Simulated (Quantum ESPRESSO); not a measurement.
# SiC (Moissanite 3C) (F-43m) in Quantum ESPRESSO: notebook

Aim: see how the results for SiC (Moissanite 3C) move with the level of theory and the settings. Levels: PBE, PBEsol. Tasks: single point.

Everything below comes from runs of Quantum ESPRESSO 7.5. Logs are shortened: lines on timing, memory, paths and dates and some standing lists are left out, and cuts for length are marked.

**What was measured.**

From “Insight into the structural, elastic and electronic properties of a new orthorhombic 6O-SiC polytype”, 2020, pmc:7200658, for a bulk crystal of SiC: band gap 2.4 eV (indirect).

The results are compared with them further down.

**1. The crystal as given**

Symmetry: F-43m, No. 216, cubic system. The conventional cell has a = 4.358 Å, b = 4.358 Å, c = 4.358 Å, α = 90.00°, β = 90.00°, γ = 90.00°. Si (site symmetry -43m) has 4 C at 1.89 Å as nearest neighbours. C (site symmetry -43m) has 4 Si at 1.89 Å as nearest neighbours.

**2. Single point, PBE**

scf.in

```
&CONTROL
  calculation = 'scf'
  prefix = 'pwscf'
  outdir = './tmp'
  pseudo_dir = './pseudo'
/
&SYSTEM
  ibrav = 0
  nat = 2
  ntyp = 2
  ecutwfc = 82
  nbnd = 9
  occupations = 'smearing'
  smearing = 'fd'
  degauss = 0.00367493
  force_symmorphic = .true.
/
&ELECTRONS
  conv_thr = 4d-10
  electron_maxstep = 120
  mixing_beta = 0.5
/
ATOMIC_SPECIES
Si    28.0850 Si.upf
C     12.0110 C.upf
CELL_PARAMETERS angstrom
   0.0000000000    2.1790000000    2.1790000000
   2.1790000000    0.0000000000    2.1790000000
   2.1790000000    2.1790000000    0.0000000000
ATOMIC_POSITIONS crystal
Si     0.0000000000    0.0000000000    0.0000000000
C      0.7500000000    0.7500000000    0.7500000000
K_POINTS automatic
10 10 10 0 0 0
```

nscf.in

```
&CONTROL
  calculation = 'nscf'
  prefix = 'pwscf'
  outdir = './tmp'
  pseudo_dir = './pseudo'
/
&SYSTEM
  ibrav = 0
  nat = 2
  ntyp = 2
  ecutwfc = 82
  nbnd = 154
  occupations = 'fixed'
  force_symmorphic = .true.
/
&ELECTRONS
  conv_thr = 1d-08
  diago_full_acc = .true.
  diago_thr_init = 1d-06
/
ATOMIC_SPECIES
Si    28.0850 Si.upf
C     12.0110 C.upf
CELL_PARAMETERS angstrom
   0.0000000000    2.1790000000    2.1790000000
   2.1790000000    0.0000000000    2.1790000000
   2.1790000000    2.1790000000    0.0000000000
ATOMIC_POSITIONS crystal
Si     0.0000000000    0.0000000000    0.0000000000
C      0.7500000000    0.7500000000    0.7500000000
K_POINTS automatic
6 6 6 0 0 0
```

Potentials or basis: PseudoDojo 0.4.1 SR PBE standard.

Run with:

```
> OMP_NUM_THREADS=1 pw.x -in scf.in > scf.out
> OMP_NUM_THREADS=1 pw.x -in nscf.in > nscf.out
```

scf.out:

```text
This program is part of the open-source Quantum ESPRESSO suite
     for quantum simulation of materials; please cite
[... 9 lines left out ...]
     --------------------
     sticks:   dense  smooth     PW     G-vecs:    dense   smooth      PW
     Sum         769     769    241                14067    14067    2421

     Using Slab Decomposition

     bravais-lattice index     =            0
     lattice parameter (alat)  =       5.8233  a.u.
     unit-cell volume          =     139.6363 (a.u.)^3
     number of atoms/cell      =            2
     number of atomic types    =            2
     number of electrons       =         8.00
     number of Kohn-Sham states=            9
     kinetic-energy cutoff     =      82.0000  Ry
     charge density cutoff     =     328.0000  Ry
     scf convergence threshold =      4.0E-10
     mixing beta               =       0.5000
     number of iterations used =            8  plain     mixing
     Exchange-correlation= PBE
                           (   1   4   3   4   0   0   0)

     celldm(1)=   5.823326  celldm(2)=   0.000000  celldm(3)=   0.000000
     celldm(4)=   0.000000  celldm(5)=   0.000000  celldm(6)=   0.000000

[... 8 lines left out ...]
               b(3) = (  0.707107  0.707107 -0.707107 )

     PseudoPot. # 1 for Si read from file:
     Si.upf
     Pseudo is Norm-conserving + core correction, Zval =  4.0
     Generated using ONCVPSP code by D. R. Hamann
     Using radial grid of 1510 points,  6 beta functions with:
                l(1) =   0
                l(2) =   0
                l(3) =   1
                l(4) =   1
                l(5) =   2
                l(6) =   2

     PseudoPot. # 2 for C  read from file:
     C.upf
     Pseudo is Norm-conserving + core correction, Zval =  4.0
     Generated using ONCVPSP code by D. R. Hamann
     Using radial grid of 1248 points,  4 beta functions with:
                l(1) =   0
                l(2) =   0
                l(3) =   1
                l(4) =   1

     atomic species   valence    mass     pseudopotential
     Si                4.00    28.08500     Si( 1.00)
     C                 4.00    12.01100     C ( 1.00)

     24 Sym. Ops. (no inversion) found

   Cartesian axes

     site n.     atom                  positions (alat units)
         1        Si     tau(   1) = (   0.0000000   0.0000000   0.0000000  )
         2        C      tau(   2) = (   1.0606602   1.0606602   1.0606602  )

     number of k points=    47  Fermi-Dirac smearing, width (Ry)=  0.0037
                       cart. coord. in units 2pi/alat
        k(    1) = (   0.0000000   0.0000000   0.0000000), wk =   0.0020000
        k(    2) = (   0.0707107   0.0707107  -0.0707107), wk =   0.0160000
        k(    3) = (   0.1414214   0.1414214  -0.1414214), wk =   0.0160000
        k(    4) = (   0.2121320   0.2121320  -0.2121320), wk =   0.0160000
        k(    5) = (   0.2828427   0.2828427  -0.2828427), wk =   0.0160000
        k(    6) = (  -0.3535534  -0.3535534   0.3535534), wk =   0.0080000
[... 39 lines left out ...]
        k(   46) = (  -0.0707107  -0.3535534   0.6363961), wk =   0.0480000
        k(   47) = (  -0.7071068   0.2828427   0.0000000), wk =   0.0240000

     Dense  grid:    14067 G-vectors     FFT dimensions: (  36,  36,  36)

     Initial potential from superposition of free atoms

     starting charge       7.9993, renormalised to       8.0000
     Starting wfcs are    8 randomized atomic wfcs +    1 random wfcs

     Self-consistent Calculation

     iteration #  1     ecut=    82.00 Ry     beta= 0.50
     Davidson diagonalization with overlap
     ethr =  1.00E-02,  avg # of iterations =  5.6

     total energy              =     -20.43246766 Ry
     estimated scf accuracy    <       0.43910998 Ry

     iteration #  2     ecut=    82.00 Ry     beta= 0.50
     Davidson diagonalization with overlap
     ethr =  5.49E-03,  avg # of iterations =  1.6

     total energy              =     -20.53657081 Ry
     estimated scf accuracy    <       0.02289767 Ry

     iteration #  3     ecut=    82.00 Ry     beta= 0.50
     Davidson diagonalization with overlap
     ethr =  2.86E-04,  avg # of iterations =  2.6

     total energy              =     -20.53985958 Ry
     estimated scf accuracy    <       0.00317984 Ry

     iteration #  4     ecut=    82.00 Ry     beta= 0.50
     Davidson diagonalization with overlap
     ethr =  3.97E-05,  avg # of iterations =  1.8

     total energy              =     -20.54000610 Ry
     estimated scf accuracy    <       0.00027843 Ry

     iteration #  5     ecut=    82.00 Ry     beta= 0.50
     Davidson diagonalization with overlap
     c_bands:  1 eigenvalues not converged
     ethr =  3.48E-06,  avg # of iterations =  3.9

     total energy              =     -20.54007612 Ry
     estimated scf accuracy    <       0.00000836 Ry

     iteration #  6     ecut=    82.00 Ry     beta= 0.50
     Davidson diagonalization with overlap
     ethr =  1.05E-07,  avg # of iterations =  1.9

     total energy              =     -20.54007851 Ry
     estimated scf accuracy    <       0.00000040 Ry

     iteration #  7     ecut=    82.00 Ry     beta= 0.50
     Davidson diagonalization with overlap
     ethr =  5.06E-09,  avg # of iterations =  1.9

     total energy              =     -20.54007853 Ry
     estimated scf accuracy    <       0.00000007 Ry

     iteration #  8     ecut=    82.00 Ry     beta= 0.50
     Davidson diagonalization with overlap
     ethr =  9.06E-10,  avg # of iterations =  2.0

     total energy              =     -20.54007855 Ry
     estimated scf accuracy    <          1.3E-09 Ry

     iteration #  9     ecut=    82.00 Ry     beta= 0.50
     Davidson diagonalization with overlap
     ethr =  1.58E-11,  avg # of iterations =  2.7

     End of self-consistent calculation

          k = 0.0000 0.0000 0.0000 (  1807 PWs)   bands (ev):

    -5.9139   9.4945   9.4945   9.4945  15.7192  16.8071  16.8071  16.8071
    24.0244

          k = 0.0707 0.0707-0.0707 (  1771 PWs)   bands (ev):

    -5.7186   8.4848   9.3606   9.3606  15.9846  17.0494  17.0494  17.0769
    23.0802

          k = 0.1414 0.1414-0.1414 (  1760 PWs)   bands (ev):

    -5.1415   6.3635   9.0532   9.0532  15.6980  17.4075  17.4075  18.2733
    22.4177

          k = 0.2121 0.2121-0.2121 (  1757 PWs)   bands (ev):

    -4.2180   4.0497   8.7364   8.7364  15.2885  17.2722  17.2722  19.2464
    23.2321

          k = 0.2828 0.2828-0.2828 (  1754 PWs)   bands (ev):

    -3.0756   1.9950   8.5170   8.5170  15.0174  16.8975  16.8975  19.5400
    25.2168

          k =-0.3536-0.3536 0.3536 (  1772 PWs)   bands (ev):

    -2.3480   0.9528   8.4401   8.4401  14.9262  16.7305  16.7305  19.5486
    25.6853

          k = 0.1414-0.0000 0.0000 (  1780 PWs)   bands (ev):

    -5.6535   8.7384   9.0211   9.0211  15.9784  16.5207  17.5119  17.5119
    21.6603

          k = 0.2121 0.0707-0.0707 (  1761 PWs)   bands (ev):

    -5.2033   7.0838   8.5908   8.8704  15.6327  16.8932  18.1251  18.1345
    20.9363

          k = 0.2828 0.1414-0.1414 (  1761 PWs)   bands (ev):

    -4.3924   4.8798   8.2513   8.4994  15.3425  17.1111  18.2351  18.4829
    21.8014

          k = 0.3536 0.2121-0.2121 (  1758 PWs)   bands (ev):

    -3.3026   2.7466   8.0536   8.0960  15.1003  16.7307  17.8013  19.5545
    22.9848

          k =-0.2828-0.4243 0.4243 (  1745 PWs)   bands (ev):

    -2.3046   1.2461   7.6928   8.1503  15.0815  16.4725  17.3622  20.2118
    24.4300

          k =-0.2121-0.3536 0.3536 (  1748 PWs)   bands (ev):

    -2.5701   1.6151   7.5066   8.3939  15.3132  16.5234  17.1883  20.1998
    24.6124

          k =-0.1414-0.2828 0.2828 (  1756 PWs)   bands (ev):

    -3.6877   3.4276   7.5468   8.7667  15.6862  16.9231  17.2898  19.5505
    22.4439

          k =-0.0707-0.2121 0.2121 (  1758 PWs)   bands (ev):

    -4.7009   5.6099   7.8452   9.1616  16.1157  17.2638  17.3702  18.5920
    21.2702

          k = 0.0000-0.1414 0.1414 (  1761 PWs)   bands (ev):

    -5.3959   7.5413   8.4966   9.4133  16.3986  16.7470  17.1119  18.0870
    21.6479

          k = 0.2828-0.0000 0.0000 (  1748 PWs)   bands (ev):

    -4.8830   7.1016   8.0468   8.0468  14.4657  16.5773  19.1360  19.1360
    20.3613

          k = 0.3536 0.0707-0.0707 (  1753 PWs)   bands (ev):

    -4.1973   5.5655   7.5925   7.6306  13.9646  16.3208  19.1926  19.7150
    21.6772

          k = 0.4243 0.1414-0.1414 (  1746 PWs)   bands (ev):

    -3.2039   3.6528   6.8897   7.4429  13.8154  17.0790  19.0331  19.5051
    22.9538

          k =-0.2121-0.4950 0.4950 (  1756 PWs)   bands (ev):

    -2.1268   2.0054   6.2120   7.5151  13.8862  17.7327  18.9773  19.8137
    23.3502

          k =-0.1414-0.4243 0.4243 (  1740 PWs)   bands (ev):

    -1.8908   1.6980   5.7672   7.8306  14.3119  17.7596  18.5365  20.6840
    23.7370

          k =-0.0707-0.3536 0.3536 (  1754 PWs)   bands (ev):

    -2.8494   3.0763   5.6821   8.3220  15.0903  17.7503  18.2506  19.7828
    22.2529

          k = 0.0000-0.2828 0.2828 (  1744 PWs)   bands (ev):

    -3.9082   4.6895   6.2742   8.8457  16.0586  17.5027  17.8707  18.6583
    21.0546

          k = 0.4243 0.0000-0.0000 (  1736 PWs)   bands (ev):

    -3.6425   5.1322   7.1281   7.1281  12.6668  15.1202  21.0221  21.0221
    21.9019

          k = 0.4950 0.0707-0.0707 (  1739 PWs)   bands (ev):

    -2.7739   3.9091   6.3389   6.8652  12.3694  15.1313  21.1080  21.4188
    23.2479

          k =-0.1414-0.5657 0.5657 (  1746 PWs)   bands (ev):

    -1.7526   2.6804   5.1423   6.8851  12.6158  16.4433  20.9023  21.0328
    23.5997

          k =-0.0707-0.4950 0.4950 (  1742 PWs)   bands (ev):

    -1.2116   2.1456   4.2612   7.1831  13.1255  18.2056  20.3793  20.9179
    22.7275

          k =-0.0000-0.4243 0.4243 (  1758 PWs)   bands (ev):

    -1.8481   2.7498   4.2346   7.7064  13.9683  18.8724  19.4885  20.3194
    23.2550

          k = 0.5657-0.0000 0.0000 (  1736 PWs)   bands (ev):

    -2.0562   3.0418   6.5159   6.5159  11.3264  14.1460  22.7152  22.7152
    23.5639

          k =-0.0707-0.6364 0.6364 (  1742 PWs)   bands (ev):

    -1.2254   2.1887   5.6616   6.4545  11.4990  14.5330  22.8055  22.8116
    23.9229

          k = 0.0000-0.5657 0.5657 (  1748 PWs)   bands (ev):

    -0.8317   2.0655   4.3646   6.6890  12.2075  16.2093  21.9716  22.4280
    22.9551

          k =-0.7071 0.0000 0.0000 (  1724 PWs)   bands (ev):

    -0.8974   1.6932   6.3038   6.3038  10.8572  13.8291  23.4952  23.4952
    24.2634

          k = 0.2828 0.1414 0.0000 (  1758 PWs)   bands (ev):

    -4.6349   6.0520   7.4413   8.7179  15.3197  17.1227  18.0832  18.7027
    21.1100

          k = 0.3536 0.2121-0.0707 (  1754 PWs)   bands (ev):

    -3.7287   4.2607   6.7536   8.3132  15.1861  17.1989  18.1702  19.0410
    22.0058

          k =-0.2828-0.4243 0.5657 (  1756 PWs)   bands (ev):

    -2.6176   2.3892   6.5231   7.8636  15.0073  16.6956  18.7640  19.7601
    23.1111

          k =-0.2121-0.3536 0.4950 (  1758 PWs)   bands (ev):

    -1.9237   1.4174   6.4812   7.6667  14.9420  16.4798  18.7175  20.6006
    23.6228

          k = 0.4243 0.1414-0.0000 (  1743 PWs)   bands (ev):

    -3.4167   4.5780   6.4656   7.3642  13.6204  16.0961  19.1966  20.8069
    22.4726

          k =-0.2121-0.4950 0.6364 (  1742 PWs)   bands (ev):

    -2.3877   3.1890   5.6684   6.8849  13.7956  16.9768  18.7910  21.1177
    23.1788

          k =-0.1414-0.4243 0.5657 (  1753 PWs)   bands (ev):

    -1.4961   2.0504   5.1009   6.8060  14.0884  17.6244  19.4197  20.9336
    22.7079

          k =-0.0707-0.3536 0.4950 (  1757 PWs)   bands (ev):

    -1.7485   2.3830   4.8246   7.1598  14.5654  17.4836  19.7086  20.5141
    22.6330

          k = 0.0000-0.2828 0.4243 (  1754 PWs)   bands (ev):

    -2.7727   3.5610   5.2418   7.7606  15.0882  17.3764  18.3440  20.1176
    22.3692

          k =-0.1414-0.5657 0.7071 (  1738 PWs)   bands (ev):

    -1.8849   2.9951   5.8344   6.1774  12.4290  15.2405  20.8817  22.7011
    23.5154

          k =-0.0707-0.4950 0.6364 (  1738 PWs)   bands (ev):

    -1.0497   2.3383   4.6474   6.0821  13.0704  16.5533  20.3453  22.4257
    23.1134

          k = 0.0000-0.4243 0.5657 (  1747 PWs)   bands (ev):

    -1.0037   2.4098   3.9151   6.4825  13.7701  18.1526  19.9764  20.9356
    22.6144

          k =-0.7071 0.1414 0.0000 (  1742 PWs)   bands (ev):

    -0.8225   1.8957   5.6784   5.6899  12.0281  14.9562  22.0753  23.3396
    23.5666

          k =-0.1414-0.4243 0.7071 (  1751 PWs)   bands (ev):

    -1.4471   2.7457   4.6492   6.0281  14.4176  17.7703  18.2904  21.8237
    22.8689

          k =-0.0707-0.3536 0.6364 (  1752 PWs)   bands (ev):

    -0.9256   2.3982   4.3268   5.6419  14.6509  17.9828  19.3660  20.2549
    23.1030

          k =-0.7071 0.2828 0.0000 (  1750 PWs)   bands (ev):

    -0.6905   2.3556   4.6959   4.9175  14.1847  17.5611  19.5220  20.7071
    23.6742

     the Fermi energy is    10.1951 ev

!    total energy              =     -20.54007855 Ry
     estimated scf accuracy    <          1.5E-10 Ry
     smearing contrib. (-TS)   =      -0.00000000 Ry
     internal energy E=F+TS    =     -20.54007855 Ry

     The total energy is F=E-TS. E is the sum of the following terms:
     one-electron contribution =       5.61533930 Ry
     hartree contribution      =       2.33375275 Ry
     xc contribution           =      -7.55794883 Ry
     ewald contribution        =     -20.93122177 Ry

     convergence has been achieved in   9 iterations

=------------------------------------------------------------------------------=
   JOB DONE.
=------------------------------------------------------------------------------=
```

Run time: 51 s. Hardware: 1 thread of Arm Neoverse V1, shared host; peak memory 0.05 GiB.

What came out:

| Quantity | Value |
| --- | --- |
| Band gap on the k mesh, mean-field level | 1.36 eV, indirect (least direct gap 4.55 eV) |

**3. Single point, PBEsol (volume scaled by 1.04)**

Changes to scf.in since step 2:

```diff
@@ -26,5 +26,5 @@
 CELL_PARAMETERS angstrom
-   0.0000000000    2.1790000000    2.1790000000
-   2.1790000000    0.0000000000    2.1790000000
-   2.1790000000    2.1790000000    0.0000000000
+   0.0000000000    2.2076743409    2.2076743409
+   2.2076743409    0.0000000000    2.2076743409
+   2.2076743409    2.2076743409    0.0000000000
 ATOMIC_POSITIONS crystal
```

Changes to nscf.in since step 2:

```diff
@@ -11,3 +11,3 @@
   ecutwfc = 82
-  nbnd = 154
+  nbnd = 104
   occupations = 'fixed'
@@ -24,5 +24,5 @@
 CELL_PARAMETERS angstrom
-   0.0000000000    2.1790000000    2.1790000000
-   2.1790000000    0.0000000000    2.1790000000
-   2.1790000000    2.1790000000    0.0000000000
+   0.0000000000    2.2076743409    2.2076743409
+   2.2076743409    0.0000000000    2.2076743409
+   2.2076743409    2.2076743409    0.0000000000
 ATOMIC_POSITIONS crystal
```

Potentials or basis: PseudoDojo 0.4.1 SR PBEsol standard.

Run with:

```
> OMP_NUM_THREADS=1 pw.x -in scf.in > scf.out
> OMP_NUM_THREADS=1 pw.x -in nscf.in > nscf.out
```

It took 38 s on 1 thread of Arm Neoverse V1, shared host; peak memory 0.05 GiB.

The run converged. Its results:

```
Band gap on the k mesh, mean-field level : 1.27 eV, indirect (least direct gap 4.41 eV)
```

Levels at points of the mesh, in eV from the valence-band top:
```csv
k point,band 1,band 2,band 3,band 4,band 5,band 6,band 7,band 8
"(0.00, 0.00, 0.00)",-15.13,0.00,0.00,0.00,5.72,6.97,6.97,6.97
"(0.00, 0.00, -0.50)",-11.67,-8.39,-1.05,-1.05,5.01,6.99,6.99,9.70
"(0.00, -0.50, -0.50)",-10.24,-7.72,-3.14,-3.14,1.27,4.07,13.47,13.47
```

A k mesh can miss the band edges.

(Part 1 of 2 ends here.)
